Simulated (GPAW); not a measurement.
MgB2:

```
Mg B
1.0
     3.08500    0.00000    0.00000
    -1.54250    2.67169    0.00000
     0.00000    0.00000    3.52300
Mg B
1 2
Direct
  0.00000 0.00000 0.00000
  0.66667 0.33333 0.50000
  0.33333 0.66667 0.50000
```

- Program: GPAW 26.7.0
- Task: relaxation of cell and atoms
- Functional: BLYP
- Dispersion: D4
- Potentials or basis: PAW data sets generated in the run's folder for this functional
- Cutoff: 800 eV
- Basis: pw
- k mesh: 10 × 10 × 8
- Occupations: fermi-dirac, width 0.05 eV
- Spin: no spin polarisation

At the start: pressure -7.0 GPa; volume 9.68 Å³/atom.

Where does the relaxation end?

Over 7 steps the energy falls by 11.2 meV/atom and the volume is 9.19 Å³/atom (-5.1 %); space group P6/mmm (No. 191, to 0.05 Å).

The path:
```tsv
step	energy change (eV)	largest force (eV/Å)	pressure (GPa)	volume (Å³)
1	0.0000	0.0000	-7.04	29.04
2	-0.0071	0.0000	-6.23	28.86
3	-0.0306	0.0000	0.39	27.57
4	-0.0311	0.0000	0.13	27.61
5	-0.0330	0.0000	-0.53	27.68
6	-0.0336	0.0000	-0.40	27.62
7	-0.0337	0.0000	-0.09	27.56
```

Final structure:
```cif
data_structure
_symmetry_space_group_name_H-M 'P 1'
_symmetry_Int_Tables_number 1
_cell_length_a 3.0474
_cell_length_b 3.0474
_cell_length_c 3.4267
_cell_angle_alpha 90.000
_cell_angle_beta 90.000
_cell_angle_gamma 120.000
_cell_volume 27.56
loop_
_atom_site_label
_atom_site_type_symbol
_atom_site_fract_x
_atom_site_fract_y
_atom_site_fract_z
_atom_site_occupancy
Mg1 Mg 0.00000 0.00000 0.00000 1
B1 B 0.66667 0.33333 0.50000 1
B2 B 0.33333 0.66667 0.50000 1
```

Caveat: later steps reuse the first step's grids; pairwise dispersion overbinds metals, which lowers pressure and volume.
